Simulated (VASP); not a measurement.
# Ir (Fm-3m) in VASP: single point with PBE

Aim: the single point of Ir with PBE.

Program: VASP 6.6.1. These are calculated values, not measurements. Logs are shortened: lines on timing, memory, paths and dates and some standing lists are left out, and cuts for length are marked.

## Step 1: Starting point

The structure is cubic, space group Fm-3m (No. 225). Conventional cell: a = 3.839 Å, b = 3.839 Å, c = 3.839 Å, α = 90.00°, β = 90.00°, γ = 90.00°. Around Ir (site symmetry m-3m) lie 12 Ir at 2.71 Å.

## Step 2: Single point, PBE, non-collinear spin, zero start, spin-orbit coupling

Contents of INCAR:

```
SYSTEM = Ir
PREC = Accurate ; ENCUT = 520
EDIFF = 1E-6 ; ISMEAR = -1
SIGMA = 0.1 ; LREAL = .FALSE.
LASPH = .TRUE. ; NELM = 80
ALGO = Normal ; ISIF = 2
LWAVE = .FALSE. ; LCHARG = .FALSE.
MAGMOM = 0 0 0 ; LORBIT = 11
LSORBIT = .TRUE. ; GGA_COMPAT = .FALSE.
LMAXMIX = 4 ; GGA = PE
NBANDS = 20
```

Contents of KPOINTS:

```
regular mesh
0
G
  36 36 36
  0 0 0
```

Contents of POSCAR:

```
Ir
1.0
    0.0000000000      1.9195000000      1.9195000000
    1.9195000000      0.0000000000      1.9195000000
    1.9195000000      1.9195000000      0.0000000000
Ir
1
Direct
    0.0000000000      0.0000000000      0.0000000000
```

Potentials or basis: VASP PAW PBE potentials, release 64 (Ir).

Run with:

```
cat potpaw_PBE.64/Ir/POTCAR > POTCAR
mpirun -np 1 vasp_ncl > vasp.out
```

OUTCAR:

```text
SYSTEM = Ir
   PREC = Accurate
   ENCUT = 520
   EDIFF = 1E-6
   ISMEAR = -1
   LREAL = .FALSE.
   LASPH = .TRUE.
   NELM = 80
   ISIF = 2
   LORBIT = 11
   LSORBIT = .TRUE.
   GGA = PE

 ion  position               nearest neighbor table
   1  0.000  0.000  0.000-

  LATTYP: Found a face centered cubic cell.
 ALAT       =     3.8390000000

  Lattice vectors:

 A1 = (   0.0000000000,   1.9195000000,   1.9195000000)
 A2 = (   1.9195000000,   0.0000000000,   1.9195000000)
 A3 = (   1.9195000000,   1.9195000000,   0.0000000000)

Analysis of symmetry for initial positions (statically):
=====================================================================
 Subroutine PRICEL returns:
 Original cell was already a primitive cell.

 Routine SETGRP: Setting up the symmetry group for a
 face centered cubic supercell.

 Subroutine GETGRP returns: Found 48 space group operations
 (whereof 48 operations were pure point group operations)
 out of a pool of 48 trial point group operations.

The static configuration has the point symmetry O_h .

Analysis of symmetry for dynamics (positions and initial velocities):
=====================================================================
 Subroutine PRICEL returns:
 Original cell was already a primitive cell.

 Routine SETGRP: Setting up the symmetry group for a
 face centered cubic supercell.

 Subroutine GETGRP returns: Found 48 space group operations
 (whereof 48 operations were pure point group operations)
 out of a pool of 48 trial point group operations.

The dynamic configuration has the point symmetry O_h .

Analysis of structural, dynamic, and magnetic symmetry:
=====================================================================
 Subroutine PRICEL returns:
 Original cell was already a primitive cell.

 Routine SETGRP: Setting up the symmetry group for a
 face centered cubic supercell.

 Subroutine GETGRP returns: Found 48 space group operations
 (whereof 48 operations were pure point group operations)
 out of a pool of 48 trial point group operations.

The overall configuration has the point symmetry O_h .

 Subroutine INISYM returns: Found 48 space group operations
 (whereof 48 operations are pure point group operations),
 and found     1 'primitive' translations

----------------------------------------------------------------------------------------

                                     Primitive cell

  volume of cell :      14.1447

  direct lattice vectors                    reciprocal lattice vectors
     0.000000000  1.919500000  1.919500000    -0.260484501  0.260484501  0.260484501
     1.919500000  0.000000000  1.919500000     0.260484501 -0.260484501  0.260484501
     1.919500000  1.919500000  0.000000000     0.260484501  0.260484501 -0.260484501

  length of vectors
     2.714582933  2.714582933  2.714582933     0.451172391  0.451172391  0.451172391

  position of ions in fractional coordinates (direct lattice)
     0.000000000  0.000000000  0.000000000

  ion indices of the primitive-cell ions
   primitive index   ion index
                 1           1

----------------------------------------------------------------------------------------

 KPOINTS: regular mesh

Automatic generation of k-mesh.
 Grid dimensions read from file:
 generate k-points for:   36   36   36

 Generating k-lattice:

  Cartesian coordinates                     Fractional coordinates (reciprocal lattice)
    -0.007235681  0.007235681  0.007235681     0.027777778  0.000000000  0.000000000
     0.007235681 -0.007235681  0.007235681     0.000000000  0.027777778  0.000000000
     0.007235681  0.007235681 -0.007235681     0.000000000  0.000000000  0.027777778

  Length of vectors
     0.012532566  0.012532566  0.012532566

  Shift w.r.t. Gamma in fractional coordinates (k-lattice)
     0.000000000  0.000000000  0.000000000

 Subroutine IBZKPT returns following result:
 ===========================================

 Found   1240 irreducible k-points:

 Following reciprocal coordinates:
            Coordinates               Weight
  0.000000  0.000000  0.000000      1.000000
  0.027778  0.000000  0.000000      8.000000
  0.055556  0.000000  0.000000      8.000000
  0.083333  0.000000  0.000000      8.000000
  0.111111  0.000000  0.000000      8.000000
  0.138889  0.000000  0.000000      8.000000
[... 16 lines left out ...]
  0.111111  0.027778  0.000000     24.000000
  0.138889  0.027778  0.000000     24.000000
 [... further k-points ...]
   k-points           NKPTS =   1240   k-points in BZ     NKDIM =   1240   number of bands    NBANDS=     20
   number of dos      NEDOS =    301   number of ions     NIONS =      1
   total plane-waves  NPLWV =   8000
   dimension x,y,z NGX =    20 NGY =   20 NGZ =   20
   dimension x,y,z NGXF=    40 NGYF=   40 NGZF=   40
   ions per type =               1
   NGX,Y,Z   is equivalent  to a cutoff of  12.25, 12.25, 12.25 a.u.
   NGXF,Y,Z  is equivalent  to a cutoff of  24.50, 24.50, 24.50 a.u.
 SYSTEM =  Ir
   PREC   = accura    normal or accurate (medium, high low for compatibility)
   ISTART =      0    job   : 0-new  1-cont  2-samecut
   ICHARG =      2    charge: 1-file 2-atom 10-const
   ISPIN  =      1    spin polarized calculation?
   LNONCOLLINEAR =      T non collinear calculations
   LSORBIT =      T    spin-orbit coupling
   LASPH  =      T    aspherical Exc in radial PAW
   ENCUT  =  520.0 eV  38.22 Ry    6.18 a.u.   5.05  5.05  5.05*2*pi/ulx,y,z
   NELM   =     80;   NELMIN=  2; NELMDL= -5     # of ELM steps
   EDIFF  = 0.1E-05   stopping-criterion for ELM
   LREAL  =      F    real-space projection
   EDIFFG = 0.1E-04   stopping-criterion for IOM
   NSW    =      0    number of steps for IOM
   IBRION =     -1    ionic relax: 0-MD 1-quasi-New 2-CG
   NFREE  =      0    steps in history (QN), initial steepest desc. (CG)
   ISIF   =      2    stress and relaxation
   ISYM   =      2    0-nonsym 1-usesym 2-fastsym
   POTIM  = 0.5000    time-step for ionic-motion
   TEBEG  =    0.0;   TEEND  =   0.0 temperature during run
   PSTRESS=    0.0 pullay stress
   NELECT =       9.0000    total number of electrons
   NUPDOWN=      -1.0000    fix difference up-down
   EMIN   =  10.00;   EMAX   =-10.00  energy-range for DOS
   EFERMI =   0.00;   METHOD = LEGACY
   ISMEAR =    -1;   SIGMA  =   0.10  broadening in eV -4-tet -1-fermi 0-gaus
   EFERMI_NEDOS =   21; number of points for ismear=-14 and -15
   IALGO  =     38    algorithm
   IMIX   =      4    mixing-type and parameters
     AMIX     =   0.40;   BMIX     =  1.00
     AMIX_MAG =   1.60;   BMIX_MAG =  1.00
  volume/ion in A,a.u.               =      14.14        95.45
  Fermi-wavevector in a.u.,A,eV,Ry     =   1.408070  2.660866 26.975739  1.982661
  Thomas-Fermi vector in A             =   2.530265
   LORBIT       =     11    0 simple, 1 ext, 2 COOP (PROOUT), +10 PAW based schemes
   GGA     = PE    functional components
   LHFCALC =     F    Hartree Fock is set to
   AEXX    =    0.0000 exact exchange contribution
   IVDW    =     0    specifies the selected vdW correction
   LEPSILON=     F    determine dielectric tensor
   LRPA    =     F    only Hartree local field effects (RPA)
  energy-cutoff  :      520.00
  volume of cell :       14.14
 maximum number of plane-waves:       784
   NGX =  9   NGY =  9   NGZ =  9

 number of electron       9.0000000 magnetization       0.0000000      0.0000000      0.0000000

 number of electron       9.0000000 magnetization      -0.0000000     -0.0000000     -0.0000000

 number of electron       9.0000000 magnetization       0.0000000     -0.0000000      0.0000000

 number of electron       9.0000000 magnetization      -0.0000000      0.0000000     -0.0000000

 Free energy of the ion-electron system (eV)
  ---------------------------------------------------
  ext. energy  EPLUGINS =         0.00000000
  ---------------------------------------------------
  free energy    TOTEN  =        -9.23965984 eV

  energy without entropy =       -9.20870969  energy(sigma->0) =       -9.22418477

 E-fermi :  10.4333     XC(G=0): -13.9886

 val. band max:       10.4325162415   @ k =  -0.4722   0.4722   0.0278
 cond. band min:      10.4349063956   @ k =   0.3056   0.2222   0.0833
 fundamental gap:      0.0023901541
 Fermi energy:        10.4332596903

 k-point     1 :       0.0000    0.0000    0.0000
  band No.  band energies     occupation
      1      -0.7082      1.00000
      2      -0.7082      1.00000
      3       6.1695      1.00000
      4       6.1695      1.00000
      5       6.1695      1.00000
      6       6.1695      1.00000
[... 12 lines left out ...]
     19      30.4868      0.00000
[... 513 lines left out ...]
      4       5.9724      1.00000
      5       6.3794      1.00000
      6       6.3794      1.00000
[... 12 lines left out ...]
     19      31.7211      0.00000
     20      31.7211      0.00000

 [... further k-points ...]

------------------------ aborting loop because EDIFF is reached ----------------------------------------

  FORCE on cell =-STRESS in cart. coord.  units (eV):
  Direction    XX          YY          ZZ          XY          YZ          ZX
  --------------------------------------------------------------------------------------
  -------------------------------------------------------------------------------------
  Total        0.9747244      0.9747244      0.9747244     -0.0000000      0.0000000      0.0000000
  in kB      110.4073730    110.4073730    110.4073730     -0.0000000      0.0000000      0.0000000
  external PRESSURE =     110.4073730 kB  Pullay stress =       0.0000000 kB

 VOLUME and BASIS-vectors are now :
 -----------------------------------------------------------------------------
  energy-cutoff  :      520.00
  volume of cell :       14.14
      direct lattice vectors                 reciprocal lattice vectors
     0.000000000  1.919500000  1.919500000    -0.260484501  0.260484501  0.260484501
     1.919500000  0.000000000  1.919500000     0.260484501 -0.260484501  0.260484501
     1.919500000  1.919500000  0.000000000     0.260484501  0.260484501 -0.260484501

 POSITION                                       TOTAL-FORCE (eV/Angst)
 -----------------------------------------------------------------------------------
      0.00000      0.00000      0.00000         0.000000      0.000000      0.000000
 -----------------------------------------------------------------------------------
    total drift:                               -0.000000     -0.000000     -0.000000

  FREE ENERGIE OF THE ION-ELECTRON SYSTEM (eV)
  ---------------------------------------------------
  free  energy   TOTEN  =        -9.2396598403 eV

  energy  without entropy=       -9.2087096914  energy(sigma->0) =       -9.22418477

 Spin-Orbit-Coupling matrix elements

 Ion:    1  E_soc:     -0.7754358
 l=   1
     0.0000000    -0.0389335    -0.0389335
    -0.0389335     0.0000000    -0.0389335
    -0.0389335    -0.0389335     0.0000000
 l=   2
     0.0000000    -0.0156219     0.0000000    -0.0156219    -0.0746839
    -0.0156219     0.0000000    -0.0560129    -0.0156219    -0.0186710
     0.0000000    -0.0560129     0.0000000    -0.0560129     0.0000000
    -0.0156219    -0.0156219    -0.0560129     0.0000000    -0.0186710
    -0.0746839    -0.0186710     0.0000000    -0.0186710     0.0000000
 l=   3
     0.0000000     0.0000000     0.0000000     0.0000000     0.0000000     0.0000000     0.0000000
     0.0000000     0.0000000     0.0000000     0.0000000     0.0000000     0.0000000     0.0000000
     0.0000000     0.0000000     0.0000000     0.0000000     0.0000000     0.0000000     0.0000000
     0.0000000     0.0000000     0.0000000     0.0000000     0.0000000     0.0000000     0.0000000
     0.0000000     0.0000000     0.0000000     0.0000000     0.0000000     0.0000000     0.0000000
     0.0000000     0.0000000     0.0000000     0.0000000     0.0000000     0.0000000     0.0000000
     0.0000000     0.0000000     0.0000000     0.0000000     0.0000000     0.0000000     0.0000000

 total charge

# of ion       s       p       d       tot
------------------------------------------
    1        0.675   0.756   6.974   8.404

 magnetization (x)

# of ion       s       p       d       tot
------------------------------------------
    1       -0.000   0.000  -0.000   0.000

 magnetization (y)

# of ion       s       p       d       tot
------------------------------------------
    1       -0.000   0.000  -0.000   0.000

 magnetization (z)

# of ion       s       p       d       tot
------------------------------------------
    1       -0.000  -0.000   0.000  -0.000
```

It took 5.9 min on 1 thread of AMD EPYC 9R14 (Zen 4), shared host; peak memory 0.52 GiB.

What came out:

| Quantity | Value |
| --- | --- |
| Free energy | -9.2397 eV |
| Pressure | 11.0 GPa |
| Net moment | 0.00 μB per cell |
| Valence electrons inside the program's atomic spheres | Ir 8.40 |

Moments on the atoms (μB; x, y, z):
```
Ir  0.00 0.00 0.00
```
